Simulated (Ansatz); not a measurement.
Crystal: ZrN.

```
Zr N
1.0
     0.00000    2.30000    2.30000
     2.30000    0.00000    2.30000
     2.30000    2.30000    0.00000
Zr N
1 1
Direct
  0.50000 0.50000 0.50000
  0.00000 0.00000 0.00000
```

Base run:

| Quantity | Value |
| --- | --- |
| Program | Ansatz 0.2.0 |
| Functional | PBEsol |
| Potentials or basis | all-electron LAPW, scalar-relativistic |
| Cutoff | 281 eV (chosen from the basis error) |
| Basis error allowed | 0.001 eV/atom |
| k mesh | 10 × 10 × 10 |
| Occupations | fermi-dirac, width 0.05 eV |
| Spin | no spin polarisation |
| Hubbard terms | Zr d U = 2 eV |

Its results: band gap on the k mesh none (metal or under the smearing width); pressure -5.5 GPa.

Question: After a change of settings the same cell gave: band gap on the k mesh none (metal or under the smearing width); pressure -2.9 GPa. Which change was it?
A. hubbard terms from Zr d U = 2 eV to Zr d U = 4 eV
B. hubbard terms from Zr d U = 2 eV to none
C. hubbard terms from Zr d U = 2 eV to Zr d U = 8 eV

Answer: A.

Caveats: U is the effective U less J, on atomic orbitals that reach past the spheres; U without spin polarisation on a metal has little footing; the density of states is complete only up to the lowest level of the last band computed.
